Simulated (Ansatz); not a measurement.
# BaHfO3: optical spectrum from first principles

Wanted: where BaHfO3 starts to absorb, how strongly, and its refractive index.

Program: Ansatz 0.2.0. Level of theory: DFT, PBEsol, plane-wave PAW, default files, scalar-relativistic, independent-particle optical response without local fields. Results are calculated unless marked as measured.

## 1. Starting point

Symmetry: P4mm, No. 99, tetragonal system. The conventional cell has a = 4.170 Å, b = 4.170 Å, c = 4.170 Å, α = 90.00°, β = 90.00°, γ = 90.00°. Nearest to Hf lie 6 O at 2.08 to 2.09 Å. Ba has 12 O at 2.94 to 2.96 Å nearest. O has 2 Hf at 2.08 to 2.09 Å and 4 Ba at 2.95 Å nearest. O has 2 Hf at 2.08 Å and 4 Ba at 2.94 to 2.96 Å nearest. Farther neighbours and most contacts between anions are not listed.

## 2. Ground state and bands

First the ground state: is it a metal or has it a gap?

This step: DFT, PBEsol, plane-wave PAW, default files, scalar-relativistic, ground state (Ansatz 0.2.0).

Input file input.yaml:

```yaml
crystal:
  lattice:
    - [4.1695667999, 0.0, 0.0]
    - [0.0, 4.1695667999, 0.0]
    - [0.0, 0.0, 4.1703766343]
  atoms:
    - { symbol: Hf, position: [0.0, 0.0, 0.49787533] }
    - { symbol: Ba, position: [0.5, 0.5, 0.99642496] }
    - { symbol: O, position: [0.0, 0.0, 0.99794122] }
    - { symbol: O, position: [0.5, 0.0, 0.49889014] }
    - { symbol: O, position: [0.0, 0.5, 0.49889014] }
kpoints:
  mp_grid: { grid: [6, 6, 6] }
  band_path:
    path:
      - [[0.0, 0.0, 0.0], [0.0, 0.5, 0.0], [0.5, 0.5, 0.0], [0.0, 0.0, 0.0], [0.0, 0.0, 0.5], [0.0, 0.5, 0.5], [0.5, 0.5, 0.5], [0.0, 0.0, 0.5]]
      - [[0.0, 0.5, 0.0], [0.0, 0.5, 0.5]]
      - [[0.5, 0.5, 0.0], [0.5, 0.5, 0.5]]
    npoints: 5
scf:
  occupations: { method: fermi_dirac, width: 0.05 }
  n_extra_bands: 9
hamiltonian:
  xc: pbesol
  pseudopotentials: { kind: paw }
output:
  forces: true
  stress: true
  populations: true
  write_bands: true
```

The run is started by

```bash
> ansatz run input.yaml --threads 4 --pin off --max-ram 8192MiB --backend cpu --events-out ev --progress --plain --runs-dir out
```

Numbers of over 12 decimals in the logs are rounded to 6 here.

What it wrote:

```text
scf.n_extra_bands = 9 over 27 filled bands (N_el = 54.0): the run solves 36 bands
Engine: ansatz 0.2.0, x86_64-unknown-linux-gnu
Pseudopotentials: kind: paw
Pseudopotential: Hf, paw, valence charge 26, recommended cutoff 420 eV (normal), Hf.paw.azcp
Pseudopotential: Ba, paw, valence charge 10, recommended cutoff 420 eV (normal), Ba.paw.azcp
Pseudopotential: O, paw, valence charge 6, recommended cutoff 420 eV (normal), O.paw.azcp
Functional definition: PBEsol
  exchange = pbesol_x
  correlation = pbesol_c
Crystal: 5 atoms, lattice volume = 72.503 Å³
Basis set: ecut = 420 eV, 1365 PW (Γ), exchange–correlation on 60×60×60 points (8 copies of the dense FFT grid, shifted against one another)
Bands: 36, of which v1, the nominal top of the filled ones, is band 27 counted from 1 (26 counted from 0)
Symmetry: 8 space group operations
Space group: P4mm (ITA 99), of the structure as read, at distance tolerance 4.2e-5 Å
k-points: 40 of 216 (time reversal used)
Non-local potential: Hf, projectors of the file, l = 0: 3, l = 1: 2, l = 2: 2, l = 3: 3
Non-local potential: Ba, projectors of the file, l = 0: 3, l = 1: 2, l = 2: 2, l = 3: 2
Non-local potential: O, projectors of the file, l = 0: 2, l = 1: 2, l = 2: 1
PAW form: soft (Blöchl's): semilocal exchange-correlation on the pseudo side does not see the compensation charge
PAW frozen core: Hf, regenerated for the run's functional, and the local potential with it (the file was generated under x = pbe(κ = 0.804, μ = 0.219515), c = pbe(β = 0.066725))
PAW frozen core: Ba, regenerated for the run's functional, and the local potential with it (the file was generated under x = pbe(κ = 0.804, μ = 0.219515), c = pbe(β = 0.066725))
PAW frozen core: O, regenerated for the run's functional, and the local potential with it (the file was generated under x = pbe(κ = 0.804, μ = 0.219515), c = pbe(β = 0.066725))
PAW one-centre angular grid: Hf, 590 points (default); XC on 64 Gauss nodes
PAW one-centre angular grid: Ba, 194 points (default); XC on 64 Gauss nodes
PAW one-centre angular grid: O, 110 points (default); XC on 64 Gauss nodes
Initial density: superposition of atomic densities (neutral atoms: chi_scale 0, normalization atom), corrected by the library's trained network
Initial wavefunctions: pseudopotential atomic-orbital guess
Functional: x = pbesol(κ = 0.804, μ = 0.123457), c = pbesol(β = 0.046)
SCF iter   1: F=—  HF=-23152.657021 eV  |F-HF|=—  |Δ(HF+E_count)|=         —  Δρ=1.62e-2  dr2=1.62e-1  ethr=1.77e-3  ⟨swp⟩=8.7  Hψ=6979  notcnv=0  defer=13
preconditioner: auto → Resta (q_TF=auto, 2.598 Å⁻¹)  ε∞=4.1  [insulator: Δε(μ)=3.310 eV  Ē_g=17.729 eV  σ=0.050 eV  W_gap=1.00  n_scr=18 (ndim 8)  ℏωp=31.4 eV  f_vac=0.008  D(μ)=0.00/eV (n_scr^D=0)  ε∞_Penn≈4.1]
SCF iter   2: F=—  HF=-23152.615565 eV  |F-HF|=—  |Δ(HF+E_count)|=   4.15e-2  Δρ=3.46e-3  dr2=4.25e-3  ethr=3.00e-4  ⟨swp⟩=2.7  Hψ=2974  notcnv=0  defer=109
SCF iter   3: F=—  HF=-23152.614649 eV  |F-HF|=—  |Δ(HF+E_count)|=   9.16e-4  Δρ=1.15e-3  dr2=6.58e-4  ethr=7.87e-6  ⟨swp⟩=2.0  Hψ=2404  notcnv=0  defer=110
SCF iter   4: F=—  HF=-23152.614726 eV  |F-HF|=—  |Δ(HF+E_count)|=   7.69e-5  Δρ=4.76e-4  dr2=1.20e-4  ethr=1.22e-6  ⟨swp⟩=2.8  Hψ=2524  notcnv=0  defer=110
SCF iter   5: F=—  HF=-23152.614691 eV  |F-HF|=—  |Δ(HF+E_count)|=   3.44e-5  Δρ=9.52e-5  dr2=4.21e-6  ethr=2.22e-7  ⟨swp⟩=2.1  Hψ=2204  notcnv=0  defer=110
SCF iter   6: F=—  HF=-23152.614719 eV  |F-HF|=—  |Δ(HF+E_count)|=   2.81e-5  Δρ=3.82e-5  dr2=1.06e-6  ethr=7.80e-9  ⟨swp⟩=2.0  Hψ=2404  notcnv=0  defer=110
SCF iter   7: F=-23152.614719 eV  HF=-23152.614719 eV  |F-HF|=1.69e-9  |Δ(HF+E_count)|=   4.05e-9  Δρ=6.38e-6  dr2=3.28e-8  ethr=1.85e-10  ⟨swp⟩=10.3  Hψ=8437  notcnv=0
SCF 1 converged in 7 iterations: F = -23152.614719 eV  dr2 = 3.28e-8
  greatest PAW one-centre occupation: 0.999 electrons in one spin orbital (limit 2), on the Hf atom at site 0 (counted from 0), in its partial waves of l = 0
NSCF: frozen V_eff on 48 k-points
SCF converged after 7 iterations
Free energy (F): -23152.614719 eV
Harris-Foulkes:  -23152.614719 eV  (|F-HF|=1.69e-9)
Internal energy: -23152.614719 eV  (E = F + TS)
E sigma→0 (E₀):  -23152.614719 eV
Fermi energy:    13.266841 eV
--- Per-component energies (eV) ---
  E_band       = -46.972857
  E_kinetic    = 1115.963969
  E_local      = -8001.870036  (includes V_loc(G=0)·N_el)
  E_nonlocal   = -1033.868882
  E_hartree    = 3640.835923
  E_xc         = -685.284582
  E_vxc        = -684.916086  (∫ρ·V_xc dr)
  E_paw        = -12404.790850  (= ΣΔE_a)
  E_vpaw       = 1276.031377  (= ΣTr[D̂ρ^β])
  E_aug_tail   = 0.007429  (compensation charges beyond the density's cutoff)
  E_ewald      = -5785.116079
  E_core_change = 1.508388  (= ΣΔE_core)
  E_smearing   = -0.000000  (= −TS)
  E_closure    = 0.000000  (closes the sum)
  Σ components = -23152.614719   (vs F -23152.614719, Δ=0.00e0)
--- Forces (eV/Å), atoms counted from 1 ---
  atom   1  Hf    -0.00000000     0.00000000    -0.01529425
  atom   2  Ba     0.00000000     0.00000000     0.01619517
  atom   3  O      0.00000000     0.00000000     0.01860807
  atom   4  O     -0.00000000     0.00000000    -0.00975587
  atom   5  O      0.00000000     0.00000000    -0.00975587
  max |Σ_I F_I| component: 2.76e-6 eV/Å
--- Stress (GPa, compression-positive) ---
       -1.457325       0.000000      -0.000000
        0.000000      -1.457325       0.000000
       -0.000000       0.000000      -1.505114
  P = ⅓ Tr σ = -1.4733 GPa (-14.733 kbar)
--- Band table (eV; the first three rows and the last of 40) ---
  k-point 0: bands = [... 23 lower, 10.4795, 11.3552, 11.3557, 11.3557, 15.0186, 15.0186, 15.0194, 16.1395, ... 5 higher]
  k-point 1: bands = [... 23 lower, 10.2863, 10.6824, 11.2465, 11.2465, 15.1202, 15.6642, 15.6642, 16.5729, ... 5 higher]
  k-point 2: bands = [... 23 lower, 9.9177, 9.9531, 11.0981, 11.0981, 15.3525, 16.9933, 16.9933, 17.4766, ... 5 higher]
  k-point 39: bands = [... 23 lower, 8.9692, 11.4520, 11.4520, 11.4523, 17.5244, 17.5244, 17.5255, 19.2856, ... 5 higher]
--- Löwdin populations: 5 sites ---
  site symbol       q [e]
     0     Hf     24.8829
     1     Ba      8.1977
     2      O      6.8462
     3      O      6.8458
     4      O      6.8458
  spilling = 0.007067 (of n_electrons = 54.000000)
```

The job ended after 17 s (4 threads of AMD EPYC (Zen 3), shared host; peak memory 0.48 GiB; 45 s of CPU time).

The column dr2 measures how far the density is from self-consistency, as an energy; F and HF (Harris–Foulkes) agree once it is small.

This step gave:

```
free energy                  : -23152.6147 eV
Fermi energy                 : 13.27 eV
gap by band count            : 3.566 eV
electrons                    : 54
symmetry operations          : 8
pressure                     : -1.473 GPa
gap on the k-mesh            : 3.566 eV
volume                       : 72.50 Å³
gap on the path              : 3.566 eV
least direct gap on the path : 3.663 eV
```

There is a gap, 3.57 eV on the path, so no carriers' term is needed. The cell is left with a pressure of -1.5 GPa and forces up to 0.02 eV/Å, as it stands unrelaxed at this level.

Electronic bands along the path, in eV, zero at the Fermi level; v1 is the highest filled band, c1 the lowest empty one:

| point | v4 | v3 | v2 | v1 | c1 | c2 | c3 | c4 |
| --- | --- | --- | --- | --- | --- | --- | --- | --- |
| Γ | -2.79 | -1.91 | -1.91 | -1.91 | 1.75 | 1.75 | 1.75 | 2.87 |
| 0.40 of the way | -3.05 | -2.78 | -2.06 | -2.05 | 1.89 | 2.64 | 2.64 | 3.48 |
| X | -3.55 | -3.46 | -2.22 | -2.22 | 2.22 | 4.54 | 4.54 | 4.71 |
| 0.60 of the way | -2.96 | -2.84 | -2.62 | -2.10 | 3.69 | 4.47 | 4.65 | 5.29 |
| M | -2.74 | -2.69 | -2.69 | -1.86 | 4.47 | 4.47 | 4.83 | 5.16 |
| 0.40 of the way | -3.18 | -2.74 | -2.51 | -2.19 | 3.60 | 3.60 | 3.80 | 5.32 |
| Γ | -2.79 | -1.91 | -1.91 | -1.91 | 1.75 | 1.75 | 1.75 | 2.87 |
| 0.60 of the way | -3.25 | -3.24 | -2.15 | -2.15 | 2.04 | 3.46 | 3.46 | 4.03 |
| Z | -3.55 | -3.46 | -2.22 | -2.22 | 2.22 | 4.54 | 4.54 | 4.71 |
| 0.40 of the way | -3.21 | -2.82 | -2.47 | -2.44 | 3.01 | 4.42 | 4.48 | 5.43 |
| R | -2.74 | -2.69 | -2.69 | -1.86 | 4.46 | 4.47 | 4.83 | 5.15 |
| 0.40 of the way | -3.89 | -2.42 | -2.42 | -1.85 | 4.62 | 4.62 | 4.66 | 5.49 |
| A | -4.30 | -1.81 | -1.81 | -1.81 | 4.26 | 4.26 | 4.26 | 6.02 |
| 0.60 of the way | -3.52 | -2.70 | -2.51 | -2.45 | 3.53 | 4.50 | 4.56 | 5.73 |
| Z | -3.55 | -3.46 | -2.22 | -2.22 | 2.22 | 4.54 | 4.54 | 4.71 |
| jump to X | -3.55 | -3.46 | -2.22 | -2.22 | 2.22 | 4.54 | 4.54 | 4.71 |
| 0.60 of the way | -2.96 | -2.84 | -2.62 | -2.10 | 3.69 | 4.47 | 4.65 | 5.29 |
| R | -2.74 | -2.69 | -2.69 | -1.86 | 4.46 | 4.47 | 4.83 | 5.15 |
| jump to M | -2.74 | -2.69 | -2.69 | -1.86 | 4.47 | 4.47 | 4.83 | 5.16 |
| 0.60 of the way | -4.26 | -2.15 | -2.15 | -1.83 | 4.47 | 4.59 | 4.59 | 5.78 |
| A | -4.30 | -1.81 | -1.81 | -1.81 | 4.26 | 4.26 | 4.26 | 6.02 |

## 3. Spectrum

With the density converged, the vertical transitions are summed over the zone.

This step: DFT, PBEsol, plane-wave PAW, default files, scalar-relativistic, independent-particle optical response without local fields (Ansatz 0.2.0).

input.yaml, the sections that differ from step 2:

```yaml
kpoints:
  mp_grid: { grid: [6, 6, 6] }
scf:
  occupations: { method: fixed }
output:
  optics:
    e_range: [0, 14]
    de: 0.05
    sigma: 0.1
    nscf_kmesh: { grid: [6, 6, 6] }
    bands: { spectra_wanted_up_to: 14 }
# crystal, hamiltonian: as in step 2
```

What it wrote:

```text
[...]
Crystal: 5 atoms, lattice volume = 72.503 Å³
Basis set: ecut = 420 eV, 1365 PW (Γ)
Bands: 33, of which v1, the nominal top of the filled ones, is band 27 counted from 1 (26 counted from 0)
Symmetry: 8 space group operations
[...]
k-points: 40 of 216 (time reversal used)
[...]
SCF iter   1: F=—  HF=-23152.657158 eV  |F-HF|=—  |Δ(HF+E_count)|=         —  Δρ=1.65e-2  dr2=1.70e-1  ethr=1.77e-3  ⟨swp⟩=4.5  Hψ=4660  notcnv=0  defer=108
[...]
SCF iter  11: F=-23152.614699 eV  HF=-23152.614699 eV  |F-HF|=0.00e0  |Δ(HF+E_count)|=    0.00e0  Δρ=8.06e-8  dr2=3.14e-12  ethr=1.00e-12  ⟨swp⟩=10.9  Hψ=6615  notcnv=0
SCF 1 converged in 11 iterations: F = -23152.614699 eV  dr2 = 3.14e-12
[...]
NSCF: frozen V_eff on 40 k-points
output.optics: what the bands over the 54 summed would add to eps1, eps2 and the energy-loss function is held between a lower and an upper bound (12 Lanczos steps). eps1, eps2 and their loss function (loss_summed_bands) are given on every row as the summed bands alone make them. Along an axis, on a row where the two bounds hold the loss function to about 1 % of the greater of itself and 0.5 % of |1/eps|, its cell (loss_completed) is given, with the completed eps1 and eps2 that it is formed of (a cell that is left empty reads nan in the table and null in the record). The two bounds hold it so along every axis on all 281 rows up to 14.000 eV. [rest of the remark cut]
SCF converged after 11 iterations
Free energy (F): -23152.614699 eV
[...]
Internal energy: -23152.614699 eV  (E = F + TS)
E sigma→0 (E₀):  -23152.614699 eV
Fermi energy:    11.452201 eV
[...]
--- Band table (eV; the first three rows and the last of 40) ---
  k-point 0: bands = [... 23 lower, 10.4795, 11.3552, 11.3557, 11.3557, 15.0185, 15.0185, 15.0193, 16.1396, ... 2 higher]
  k-point 1: bands = [... 23 lower, 10.2863, 10.6824, 11.2465, 11.2465, 15.1202, 15.6641, 15.6641, 16.5729, ... 2 higher]
  k-point 2: bands = [... 23 lower, 9.9177, 9.9530, 11.0981, 11.0981, 15.3524, 16.9933, 16.9933, 17.4767, ... 2 higher]
  k-point 39: bands = [... 23 lower, 8.9692, 11.4520, 11.4520, 11.4522, 17.5245, 17.5245, 17.5256, 19.2855, ... 2 higher]
```

The job ended after 2.1 min (4 threads; peak memory 1.3 GiB).

This step gave:

```
electronic dielectric constant ε∞, mean over x, y and z (by symmetry where fewer were run)                                                          : 4.943
absorption onset, first axis (α over 10⁴ cm⁻¹, or the direct gap if that lies higher)                                                               : 3.726 eV
main peak of Im epsilon, first axis                                                                                                                 : 6.622 eV
photocurrent from vertical transitions in a film 500 nm thick on a perfect mirror (two passes), AM1.5G, no front reflection, all carriers collected : 0.1593 mA/cm²
least direct gap on the mesh                                                                                                                        : 3.663 eV
bands summed                                                                                                                                        : 54
spectra valid up to                                                                                                                                 : 17.30 eV
program's estimate of the k-sum error in Im epsilon                                                                                                 : 0.14 %
electrons in the f-sum                                                                                                                              : 27.60
```

Im ε, any direction against photon energy; read off at these points:

| photon energy (eV) | Im ε, any direction |
| --- | --- |
| 3.500 | 8.0e-4 |
| 3.750 | 0.166 |
| 4.000 | 0.437 |
| 4.250 | 0.749 |
| 4.500 | 1.40 |
| 4.750 | 2.28 |
| 5.000 | 2.87 |
| 5.250 | 3.44 |
| 5.500 | 3.90 |
| 5.750 | 4.44 |
| 6.000 | 5.28 |
| 6.250 | 6.81 |
| 6.500 | 8.87 |
| 6.600 | 9.51 |
| 6.750 | 8.54 |
| 7.000 | 5.73 |
| 7.250 | 4.29 |
| 7.500 | 4.00 |
| 7.750 | 4.13 |
| 7.850 | 4.64 |
| 8.000 | 4.49 |
| 8.250 | 4.17 |
| 8.500 | 3.34 |
| 8.750 | 4.49 |
| 9.000 | 4.63 |
| 9.250 | 4.42 |
| 9.500 | 5.11 |
| 9.750 | 5.07 |
| 10.000 | 4.87 |
| 10.250 | 5.62 |
| 10.450 | 6.49 |
| 10.500 | 6.42 |
| 10.750 | 5.05 |
| 11.000 | 3.98 |
| 11.250 | 3.47 |
| 11.500 | 2.98 |
| 11.750 | 2.63 |
| 12.000 | 2.10 |
| 12.250 | 1.65 |
| 12.500 | 1.57 |
| 12.750 | 1.62 |
| 13.000 | 1.39 |
| 13.250 | 1.19 |
| 13.500 | 0.946 |
| 13.750 | 1.02 |
| 14.000 | 1.20 |

Re ε, any direction against photon energy:

| photon energy (eV) | Re ε, any direction |
| --- | --- |
| 0.0 | 4.94 |
| 0.5 | 4.96 |
| 1.0 | 5.01 |
| 1.5 | 5.10 |
| 2.0 | 5.24 |
| 2.5 | 5.44 |
| 3.0 | 5.74 |
| 3.5 | 6.25 |
| 4.0 | 7.05 |
| 4.5 | 7.98 |
| 5.0 | 7.86 |
| 5.5 | 7.54 |
| 6.0 | 7.70 |
| 6.5 | 5.93 |
| 7.0 | 1.11 |
| 7.5 | 2.38 |
| 8.0 | 2.50 |
| 8.5 | 2.72 |
| 9.0 | 2.55 |
| 9.5 | 2.56 |
| 10.0 | 1.93 |
| 10.5 | 0.199 |
| 11.0 | -1.02 |
| 11.5 | -0.910 |
| 12.0 | -0.816 |
| 12.5 | -0.0260 |
| 13.0 | 0.191 |
| 13.5 | 0.665 |
| 14.0 | 1.23 |

Values under 1 per cm are given as 1. Table of absorption coefficient, any direction by photon energy:

| photon energy (eV) | absorption coefficient, any direction (1/cm) |
| --- | --- |
| 0.000 | 1 |
| 0.500 | 1 |
| 1.000 | 1 |
| 1.500 | 1 |
| 2.000 | 1 |
| 2.500 | 1 |
| 3.000 | 1 |
| 3.500 | 57.0 |
| 4.000 | 33314 |
| 4.500 | 1.1e5 |
| 5.000 | 2.6e5 |
| 5.500 | 3.8e5 |
| 6.000 | 5.5e5 |
| 6.500 | 1.0e6 |
| 7.000 | 1.1e6 |
| 7.500 | 8.1e5 |
| 8.000 | 9.3e5 |
| 8.500 | 7.7e5 |
| 9.000 | 1.1e6 |
| 9.500 | 1.2e6 |
| 10.000 | 1.3e6 |
| 10.500 | 1.9e6 |
| 11.000 | 1.8e6 |
| 11.500 | 1.7e6 |
| 12.000 | 1.5e6 |
| 12.500 | 1.1e6 |
| 13.000 | 1.0e6 |
| 13.500 | 6.8e5 |
| 14.000 | 7.0e5 |

Table of reflectivity at normal incidence, any direction by photon energy; read off at these points:

| photon energy (eV) | reflectivity at normal incidence, any direction (%) |
| --- | --- |
| 0.00 | 14.4 |
| 0.50 | 14.5 |
| 1.00 | 14.6 |
| 1.50 | 14.9 |
| 2.00 | 15.3 |
| 2.50 | 16.0 |
| 3.00 | 16.9 |
| 3.50 | 18.4 |
| 4.00 | 20.6 |
| 4.50 | 23.2 |
| 5.00 | 24.4 |
| 5.50 | 25.2 |
| 6.00 | 27.8 |
| 6.50 | 33.9 |
| 6.70 | 36.3 |
| 7.00 | 29.4 |
| 7.50 | 20.2 |
| 7.90 | 22.6 |
| 8.00 | 22.2 |
| 8.50 | 17.2 |
| 9.00 | 22.7 |
| 9.50 | 24.6 |
| 10.00 | 24.5 |
| 10.50 | 34.2 |
| 10.75 | 36.8 |
| 11.00 | 34.5 |
| 11.50 | 32.4 |
| 12.00 | 31.5 |
| 12.50 | 18.8 |
| 13.00 | 14.8 |
| 13.50 | 6.09 |
| 14.00 | 5.64 |

Table of refractive index n and extinction k by photon energy:

| photon energy (eV) | n | k |
| --- | --- | --- |
| 0.0 | 2.22 | 0 |
| 0.5 | 2.23 | 0 |
| 1.0 | 2.24 | 0 |
| 1.5 | 2.26 | 0 |
| 2.0 | 2.29 | 0 |
| 2.5 | 2.33 | 0 |
| 3.0 | 2.40 | 0 |
| 3.5 | 2.50 | 1.6e-4 |
| 4.0 | 2.66 | 0.0822 |
| 4.5 | 2.83 | 0.247 |
| 5.0 | 2.85 | 0.504 |
| 5.5 | 2.83 | 0.688 |
| 6.0 | 2.92 | 0.905 |
| 6.5 | 2.88 | 1.54 |
| 7.0 | 1.86 | 1.54 |
| 7.5 | 1.87 | 1.07 |
| 8.0 | 1.95 | 1.15 |
| 8.5 | 1.87 | 0.891 |
| 9.0 | 1.98 | 1.17 |
| 9.5 | 2.03 | 1.26 |
| 10.0 | 1.89 | 1.29 |
| 10.5 | 1.82 | 1.76 |
| 11.0 | 1.24 | 1.60 |
| 11.5 | 1.05 | 1.42 |
| 12.0 | 0.847 | 1.24 |
| 12.5 | 0.880 | 0.894 |
| 13.0 | 0.894 | 0.780 |
| 13.5 | 0.954 | 0.495 |
| 14.0 | 1.22 | 0.494 |

At chosen wavelengths:

| wavelength (nm) | n | k | R (%) | 1/α |
| --- | --- | --- | --- | --- |
| 1550 | 2.23 | 0.000 | 14.5 | over 1 mm |
| 1064 | 2.24 | 0.000 | 14.7 | over 1 mm |
| 633 | 2.29 | 0.000 | 15.3 | over 1 mm |
| 450 | 2.36 | 0.000 | 16.4 | over 1 mm |
| 365 | 2.47 | 0.000 | 18.0 | over 1 mm |
| 308 | 2.66 | 0.087 | 20.7 | 281 nm |
| 193 | 2.93 | 1.391 | 32.6 | 11 nm |

Rows near the edge hang on the gap, which this functional as a rule makes too small, and phonon-assisted absorption is left out.

A film 1 µm thick would pass 73 % of daylight and look colourless, dimmed by reflection in transmission (x = 0.314, y = 0.331).

The f-sum over the summed bands holds 27.6 of the cell's 54 electrons outside the frozen cores, 16 of which lie in bands more than 12 eV below the Fermi level, whose transitions come at higher energies. Up to 14 eV the strength has a mean oscillator energy of 8.2 eV, and these transitions give 77 % of ε∞ − 1 along x; the rest comes from higher ones.

## 4. Outcome

```json
{
  "gap on the path": "3.57 eV",
  "least direct gap on the path": "3.66 eV",
  "electronic dielectric constant ε∞, mean over x, y and z (by symmetry where fewer were run) (independent particles)": "4.94",
  "absorption onset, first axis (α over 10⁴ cm⁻¹, or the direct gap if that lies higher)": "3.73 eV",
  "main peak of Im epsilon, first axis": "6.62 eV",
  "photocurrent from vertical transitions in a film 500 nm thick on a perfect mirror (two passes), AM1.5G, no front reflection, all carriers collected": "0.159 mA/cm²"
}
```

At this level (PBEsol, independent particles) BaHfO3 has ε∞ = 4.94 and n = 2.23 at 1550 nm; absorption sets in near 3.7 eV, and Im ε peaks at 6.6 eV. The gap is indirect (3.57 eV), so absorption without phonons can begin only at the direct gap of 3.66 eV. The absorption coefficient passes 10⁴ cm⁻¹ at 3.73 eV, in the ultraviolet, so the visible is passed. Distinct maxima of Im ε, read by a parabola through the highest points, lie at 6.62 eV (9.5), 8.85 eV (4.8), 9.63 eV (5.3) and 10.46 eV (6.5). The f-sum over the summed bands holds 27.6 of the cell's 54 electrons outside the frozen cores, 16 of which lie in bands more than 12 eV below the Fermi level, whose transitions come at higher energies. Up to 14 eV the strength has a mean oscillator energy of 8.2 eV, and these transitions give 77 % of ε∞ − 1 along x; the rest comes from higher ones. A film 1 µm thick would pass 73 % of daylight and look colourless, dimmed by reflection in transmission (x = 0.314, y = 0.331). Excitons and phonon-assisted transitions are missing, and so are local fields; PBEsol gaps are as a rule too small, which pulls the onset down and ε∞ up. In the base run ε includes the program's bounded estimate of what the bands above those summed add. Spin-orbit coupling is left out although heavy atoms are present.

[Logs are printed without paths, hosts, clocks, repeated set-up lines and the standing remarks that a program may print on its own settings, such as how far it seeks lower states.]

[Hosts, paths, dates, database ids (printed as entryN), source tags and the programs' standing remarks are cut or masked in the printed files.]
